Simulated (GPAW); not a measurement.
Input of a GPAW 26.7.0 run:

File run.py:

```python
import numpy as np
from ase import Atoms
from ase.units import Ha
from gpaw import PW
from gpaw.dft import DFT
from gpaw.hubbard import aoom

atoms = Atoms(['Ti', 'O'],
              cell=[[2.70834008, 0.0, 0.0],
                    [0.0, 2.70834008, 0.0],
                    [0.0, 0.0, 2.70834008]],
              scaled_positions=[[0.0, 0.0, 0.0],
                                [0.5, 0.5, 0.5]],
              pbc=True)
atoms.set_initial_magnetic_moments([2.0, 0.0])

def hold(setup, l, U, n_smm):
    """Build the Hubbard potential of this atom from a typed occupation matrix."""
    free = setup.hubbard_u.calculate

    def calculate(setup, D_sii):
        energy, dH_sii = free(setup, D_sii)
        m = 2 * l + 1
        first = np.cumsum([0] + [2 * x + 1 for x in setup.l_j])
        blocks = [slice(first[j], first[j] + m) for j, x in enumerate(setup.l_j) if x == l]
        for s, n_mm in enumerate(n_smm):
            _, V_ii = aoom(D_sii[s], l, setup.l_j, setup.n_j, setup.N0_q)
            for i1 in blocks:
                for i2 in blocks:
                    V_ii[i1, i2] *= U / Ha / 2 * (np.eye(m) - 2 * np.array(n_mm))
            dH_sii[s] = V_ii
        return energy, dH_sii

    setup.hubbard_u.calculate = calculate
    return free

# occupation matrices [spin][m][m'] in real spherical harmonics, m = -l ... l
start = {
    0: [[[0.1431, -0.0661, 0.2758, -0.1597, 0.129],
         [-0.0661, 0.1789, -0.0616, -0.1124, -0.3551],
         [0.2758, -0.0616, 0.561, -0.3906, 0.1174],
         [-0.1597, -0.1124, -0.3906, 0.4122, 0.227],
         [0.129, -0.3551, 0.1174, 0.227, 0.7048]],
        [[0.0, 0.0, 0.0, 0.0, 0.0],
         [0.0, 0.0, 0.0, 0.0, 0.0],
         [0.0, 0.0, 0.0, 0.0, 0.0],
         [0.0, 0.0, 0.0, 0.0, 0.0],
         [0.0, 0.0, 0.0, 0.0, 0.0]]],
}

dft = DFT(atoms,
          mode=PW(600),
          xc='LDA',
          kpts={'size': (7, 7, 7), 'gamma': True},
          occupations={'name': 'methfessel-paxton', 'order': 0, 'width': 0.05},
          setups={0: ':d,2.0'},
          nbands=21,
          convergence={'density': 0.0001, 'energy': 1e-05},
          maxiter=120,
          symmetry={'point_group': False},
          converge=False,
          txt='gpaw.txt')
free = {a: hold(dft.setups[a], l, 2, start[a]) for a, l in {0: 2}.items()}
dft.converge(steps=12)
for a, calculate in free.items():
    dft.setups[a].hubbard_u.calculate = calculate
dft.converge()
print(f'Energy: {dft.calculate_energy():.6f} eV')
print('Forces (eV/A):')
print(dft.calculate_forces().round(4))
print('Stress (eV/A^3):', dft.calculate_stress().round(6))
print('Moments:', dft.magmoms()[1][:, 2].round(3))
dft.write_converged()
dft.write_gpw_file('gs.gpw')
for a, l in {0: 2}.items():
    setup = dft.setups[a]
    for s, D_ii in enumerate(dft.density.D_asii[a]):
        n_mm = aoom(D_ii, l, setup.l_j, setup.n_j, setup.N0_q)[0]
        print(f'atom {a} spin {s} trace {n_mm.trace():.4f} eigenvalues', *np.linalg.eigvalsh(n_mm).round(3))
        np.savetxt(f'occupation-{a}-{s}.dat', n_mm, fmt='%8.4f')
```

Potentials or basis: the program's PAW data sets (release 1.2.1) made for this functional, pw.

Run with:

```console
$ OMP_NUM_THREADS=1 python run.py
```

Question: Estimate the band gap on the k mesh.

Answer: None (metal or under the smearing width).

Question: Predict the net moment.

Answer: 0.18 μB per cell.

Question: Estimate the site moments.

Answer: Ti +0.13; O +0.01 μB.

Question: What does it give for the pressure?

Answer: -29.9 GPa.

Eigenvalues of the final occupation matrices:
```tsv
site	spin	trace	eigenvalues
atom 1 	1	1.22	0.07 0.07 0.07 0.51 0.51
atom 1 	2	1.03	0.07 0.07 0.07 0.42 0.42
```

Caveat: the cutoff is short for stress and forces, so pressures can be off by a GPa or more; the occupation matrix was held by a function in the script for the first cycles and then freed; the end state hangs on it; a pressure of tens of GPa on the cell as given is suspect, and the run, the potentials or the cell itself is likely at fault. The state reached can hang on the start; a lower one may exist.
